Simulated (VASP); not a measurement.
# InAs (F-43m) in VASP: further runs, part 2 of 2

VASP 6.6.1. Earlier steps stand in the parts before.

### 4 Relaxation of cell and atoms, BLYP+D3(BJ)

This run uses another cell than the first one, of 27.49 Å³/atom, 0.959 times its volume.

Contents of INCAR:

```
AGGAC    = 1.0          
AGGAX    = 1.0          
ALDAC    = 0.0          
ALDAX    = 1.0          
ALGO     = Normal         # electronic algorithm
EDIFF    = 1E-6           # SCF threshold, eV
EDIFFG   = -0.01          # ionic threshold
ENCUT    = 600            # plane-wave cutoff, eV
GGA      = B5             # functional
IBRION   = 2              # ionic algorithm
ISIF     = 3              # what is computed and relaxed
ISMEAR   = -1             # smearing method
IVDW     = 12             # dispersion correction
LASPH    = True           # aspherical terms in the spheres
LCHARG   = False          # write CHGCAR
LREAL    = False          # projectors in reciprocal space
LWAVE    = False          # write WAVECAR
NELM     = 80             # most SCF steps
NSW      = 80             # ionic steps
PREC     = Accurate       # precision mode
SIGMA    = 0.05           # smearing width, eV
VDW_A1   = 0.4298       
VDW_A2   = 4.2359       
VDW_S6   = 1.0          
VDW_S8   = 2.6996
```

Contents of KPOINTS:

```
k-points
0
Gamma
  8 8 8
```

Contents of POSCAR:

```
InAs
1.0
    0.0000000000      3.0180000000      3.0180000000
    3.0180000000      0.0000000000      3.0180000000
    3.0180000000      3.0180000000      0.0000000000
In As
1 1
Direct
    0.0000000000      0.0000000000      0.0000000000
    0.7500000000      0.7500000000      0.7500000000
```

Potentials or basis: VASP PAW PBE potentials, release 64 (In_d, As).

Launch:

```
$ cat potpaw_PBE.64/In_d/POTCAR potpaw_PBE.64/As/POTCAR > POTCAR
$ mpirun -np 1 vasp_std > vasp.out
```

OUTCAR:

```text
EDIFF = 1E-6
   EDIFFG = -0.01
   ENCUT = 600
   GGA = B5
   IBRION = 2
   ISIF = 3
   ISMEAR = -1
   IVDW = 12
   LASPH = True
   LREAL = False
   NELM = 80
   NSW = 80
   PREC = Accurate
 IVDW          = 12

 ion  position               nearest neighbor table
   1  0.000  0.000  0.000-   2 2.61   2 2.61   2 2.61   2 2.61
   2  0.750  0.750  0.750-   1 2.61   1 2.61   1 2.61   1 2.61

  LATTYP: Found a face centered cubic cell.
 ALAT       =     6.0360000000

  Lattice vectors:

 A1 = (   0.0000000000,   3.0180000000,   3.0180000000)
 A2 = (   3.0180000000,   0.0000000000,   3.0180000000)
 A3 = (   3.0180000000,   3.0180000000,   0.0000000000)

Analysis of symmetry for initial positions (statically):
=====================================================================
 Subroutine PRICEL returns:
[... 189 lines left out ...]
      7       4.7298      1.99614
      8       4.9945      1.44376
      9       4.9945      1.44376
     10       4.9945      1.44376
     11       8.9117      0.00000
     12       8.9117      0.00000
     13       8.9117      0.00000
[... 447 lines left out ...]
--------------------------------------- Ionic step        3  -------------------------------------------

 number of electron      17.9999999 magnetization

 Free energy of the ion-electron system (eV)
  ---------------------------------------------------
  ext. energy  EPLUGINS =         0.00000000
  ---------------------------------------------------
  free energy    TOTEN  =        -6.45901371 eV

  energy without entropy =       -6.45844142  energy(sigma->0) =       -6.45872757

 E-fermi :   4.5869     XC(G=0):  -8.3596

 val. band max:        4.5358793389   @ k =   0.0000   0.0000   0.0000
 cond. band min:       5.3843917199   @ k =   0.5000   0.0000   0.0000
 fundamental gap:      0.8485123809
 Fermi energy:         4.5869093107

 k-point     1 :       0.0000    0.0000    0.0000
  band No.  band energies     occupation
      1      -9.8199      2.00000
      2      -9.8199      2.00000
      3      -9.8199      2.00000
      4      -9.7077      2.00000
      5      -9.7077      2.00000
      6      -7.1024      2.00000
      7       4.0314      1.99997
      8       4.5359      1.47018
      9       4.5359      1.47018
     10       4.5359      1.47018
     11       8.4269      0.00000
     12       8.4269      0.00000
     13       8.4269      0.00000
[... 401 lines left out ...]
  FREE ENERGIE OF THE ION-ELECTRON SYSTEM (eV)
  ---------------------------------------------------
  free  energy   TOTEN  =        -7.8955963994 eV

  energy  without entropy=       -7.8950241084  energy(sigma->0) =       -7.89531025

 reached required accuracy - stopping structural energy minimisation
```

CONTCAR:

```text
InAs
   1.00000000000000
     0.0000000000000000    3.0641543282756221    3.0641543282756221
     3.0641543282756221    0.0000000000000000    3.0641543282756221
     3.0641543282756221    3.0641543282756221    0.0000000000000000
  In              As
     1     1
Direct
     0.0000000000000000    0.0000000000000000    0.0000000000000000
     0.7500000000000000    0.7500000000000000    0.7500000000000000

  0.00000000E+00  0.00000000E+00  0.00000000E+00
  0.00000000E+00  0.00000000E+00  0.00000000E+00
```

It took 3.3 min on 1 thread of AMD EPYC 7R13, shared host; peak memory 0.21 GiB.

What came out:

```
Free energy                            : -7.8956 eV
Relaxed volume                         : 28.77 Å³/atom
Relaxed cell                           : a = 4.333 Å, b = 4.333 Å, c = 4.333 Å, α = 60.00°, β = 60.00°, γ = 60.00°
Space group after relaxing (to 0.05 Å) : F-43m (No. 216)
Energy gained by relaxing              : 10.2 meV/atom
Ionic steps                            : 3
Pressure after relaxing                : 0.0 GPa
Band gap on the k mesh                 : zero (filled and empty bands touch)
Dispersion energy per atom             : -0.718 eV
```

The path:
| step | energy change (eV) | largest force (eV/Å) | pressure (GPa) | volume (Å³) |
| --- | --- | --- | --- | --- |
| 1 | 0.0000 | 0.0000 | 2.66 | 54.98 |
| 2 | -0.0168 | 0.0000 | -1.00 | 58.69 |
| 3 | -0.0204 | 0.0000 | 0.01 | 57.54 |

Final structure:
```
In As
1.0
     0.00000    3.06415    3.06415
     3.06415    0.00000    3.06415
     3.06415    3.06415    0.00000
In As
1 1
Direct
  0.00000 0.00000 0.00000
  0.75000 0.75000 0.75000
```

Levels at points of the mesh, in eV from the Fermi level:
```tsv
k point	band 7	band 8	band 9	band 10	band 11	band 12
(0.00, 0.00, 0.00)	-0.56	-0.05	-0.05	-0.05	3.84	3.84
(0.50, 0.00, 0.00)	-5.61	-0.98	-0.98	0.80	4.64	4.64
(0.50, 0.50, 0.00)	-5.75	-2.22	-2.22	1.68	2.05	8.86
```

Caveat: the PAW data sets were made with another functional, which shifts forces and pressure a little; spin-orbit coupling is left out, which moves the levels of the heavy elements; pairwise dispersion overbinds metals, which lowers pressure and volume. Zero-point motion and thermal expansion aren't in these numbers.

### 5 Relaxation of cell and atoms, revPBE

This run uses another cell than the first one, of 27.49 Å³/atom, 0.959 times its volume.

Contents of INCAR:

```
SYSTEM = InAs
  PREC = Accurate
  ENCUT = 600
  EDIFF = 1E-7
  ISMEAR = -1
  SIGMA = 0.05
  LREAL = .False.
  LASPH = .True.
  NELM = 100
  ALGO = Normal
  ISIF = 3
  LWAVE = .False.
  LCHARG = .False.
  GGA = RE
  IBRION = 2
  NSW = 80
  EDIFFG = -0.005
```

Contents of KPOINTS:

```
Automatic mesh
0
Gamma
  8 8 8
  0 0 0
```

POSCAR is that of step 4.

Launch:

```
$ cat potpaw_PBE.64/In_d/POTCAR potpaw_PBE.64/As/POTCAR > POTCAR
$ mpirun -np 1 vasp_std > vasp.out
```

It took 2.7 min on 1 thread of AMD EPYC 7R13, shared host; peak memory 0.2 GiB.

It converged, with:

```yaml
Free_energy: -7.1449 eV
Relaxed_volume: 30.33 Å³/atom
Relaxed_cell: a = 4.410 Å, b = 4.410 Å, c = 4.410 Å, α = 60.00°, β = 60.00°, γ = 60.00°
Space_group_after_relaxing_to_0.05_Å: F-43m (No. 216)
Energy_gained_by_relaxing: 45.7 meV/atom
Ionic_steps: 3
Pressure_after_relaxing: 0.0 GPa
Band_gap_on_the_k_mesh: zero (filled and empty bands touch)
```

The path:
```
step  energy change (eV)  largest force (eV/Å)  pressure (GPa)  volume (Å³)
   1              0.0000                0.0000            5.65        54.98
   2             -0.0794                0.0000           -1.57        63.05
   3             -0.0914                0.0000            0.02        60.66
```

Final structure:
```cif
data_structure
_symmetry_space_group_name_H-M 'P 1'
_symmetry_Int_Tables_number 1
_cell_length_a 4.4104
_cell_length_b 4.4104
_cell_length_c 4.4104
_cell_angle_alpha 60.000
_cell_angle_beta 60.000
_cell_angle_gamma 60.000
_cell_volume 60.66
loop_
_atom_site_label
_atom_site_type_symbol
_atom_site_fract_x
_atom_site_fract_y
_atom_site_fract_z
_atom_site_occupancy
In1 In 0.00000 0.00000 0.00000 1
As1 As 0.75000 0.75000 0.75000 1
```

Levels at points of the mesh, in eV from the Fermi level:
| k point | band 7 | band 8 | band 9 | band 10 | band 11 | band 12 |
| --- | --- | --- | --- | --- | --- | --- |
| (0.00, 0.00, 0.00) | -0.63 | -0.06 | -0.06 | -0.06 | 3.83 | 3.83 |
| (0.50, 0.00, 0.00) | -5.34 | -0.91 | -0.91 | 0.78 | 4.59 | 4.59 |
| (0.50, 0.50, 0.00) | -5.48 | -2.07 | -2.07 | 1.73 | 2.03 | 8.63 |

Caveat: the PAW data sets were made with another functional, which shifts forces and pressure a little; spin-orbit coupling is left out, which moves the levels of the heavy elements; the volume moved by +10 % from the deposited cell, more than functionals usually miss.

### 6 Single point, LDA

This run uses another cell than the first one, of 27.49 Å³/atom, 0.959 times its volume.

Contents of INCAR:

```
SYSTEM = InAs
PREC = Accurate ; ENCUT = 520
EDIFF = 1E-6 ; ISMEAR = 0
SIGMA = 0.02 ; LREAL = .FALSE.
LASPH = .TRUE. ; NELM = 80
ALGO = Normal ; ISIF = 2
LWAVE = .FALSE. ; LCHARG = .FALSE.
GGA = CA ; NBANDS = 16
```

Contents of KPOINTS:

```
regular mesh
0
G
  8 8 8
  0 0 0
```

POSCAR is that of step 5.

Potentials or basis: VASP PAW LDA potentials, release 64 (In_d, As).

Launch:

```
$ cat potpaw_LDA.64/In_d/POTCAR potpaw_LDA.64/As/POTCAR > POTCAR
$ mpirun -np 1 vasp_std > vasp.out
```

It took 13 s on 1 thread of AMD EPYC 9R45 (Zen 5), shared host; peak memory 0.13 GiB.

The run converged. Its results:

| Quantity | Value |
| --- | --- |
| Free energy | -9.0257 eV |
| Pressure | -0.1 GPa |
| Band gap on the k mesh | zero (filled and empty bands touch) |

Levels at points of the mesh, in eV from the Fermi level:
```
           k point  band 6  band 7  band 8  band 9  band 10  band 11  band 12  band 13
(0.00, 0.00, 0.00)  -11.96   -0.37   -0.01   -0.01    -0.01     3.82     3.82     3.82
(0.50, 0.00, 0.00)  -10.46   -5.87   -1.01   -1.01     0.81     4.60     4.60     6.69
(0.50, 0.50, 0.00)   -9.91   -5.95   -2.37   -2.37     1.40     1.95     9.03     9.17
```

Caveat: spin-orbit coupling is left out, which moves the levels of the heavy elements.

### 7 The runs side by side

```csv
task,level,potentials or basis,cell,cutoff (eV),smearing,gap on the mesh (eV),pressure (GPa),relaxed volume (Å³/atom)
single point,BLYP+D3(BJ),"VASP PAW PBE potentials, release 64 (In_d, As)","a = 4.329 Å, angles 60.0°, 2 atoms",520,fermi-dirac 0.05 eV,none,0.2,-
single point,revPBE,"VASP PAW PBE potentials, release 64 (In_d, As)","a = 4.410 Å, angles 60.0°, 2 atoms",520,fermi-dirac 0.05 eV,none,0.0,-
relaxation of cell and atoms,BLYP+D3(BJ),"VASP PAW PBE potentials, release 64 (In_d, As)","relaxed from a = 4.268 Å, angles 60.0°, 2 atoms",600,fermi-dirac 0.05 eV,none,0.0,28.77
relaxation of cell and atoms,revPBE,"VASP PAW PBE potentials, release 64 (In_d, As)","relaxed from a = 4.268 Å, angles 60.0°, 2 atoms",600,fermi-dirac 0.05 eV,none,0.0,30.33
single point,LDA,"VASP PAW LDA potentials, release 64 (In_d, As)","a = 4.268 Å, angles 60.0°, 2 atoms",520,gaussian 0.02 eV,none,-0.1,-
```

Alike in all rows: no spin polarisation; k mesh 8 × 8 × 8.

Caveats: spin-orbit coupling is left out, which moves the levels of the heavy elements; the PAW data sets were made with another functional, which shifts forces and pressure a little (some runs); pairwise dispersion overbinds metals, which lowers pressure and volume (some runs); the volume moved by +10 % from the deposited cell, more than functionals usually miss (some runs).

Absolute energies hang on the potentials; compare differences alone.

### 8 How close it comes

Step 2. Against the measured gap of InAs, 0.418 eV (direct; 4.2 K; a printed reference work, data compilation), the calculated 0.00 eV is off by -0.42 eV. Spin-orbit coupling on As, In is left out. The value is that of BLYP+D3(BJ) on a finite k mesh, which can miss the band edges, without temperature or zero-point motion. Semilocal functionals fall short of measured gaps as a rule.

Step 3. Against the measured gap of InAs, 0.418 eV (direct; 4.2 K; a printed reference work, data compilation), the calculated 0.00 eV is off by -0.42 eV. Spin-orbit coupling on As, In is left out. The value is that of revPBE on a finite k mesh, which can miss the band edges, without temperature or zero-point motion. Semilocal functionals fall short of measured gaps as a rule.

Step 6. A measured gap of InAs is 0.418 eV (direct; 4.2 K; a printed reference work, data compilation); the calculated 0.00 eV misses it by -0.42 eV. Spin-orbit coupling on As, In is left out. The value is that of LDA on a finite k mesh, which can miss the band edges, without temperature or zero-point motion. Semilocal functionals fall short of measured gaps as a rule.
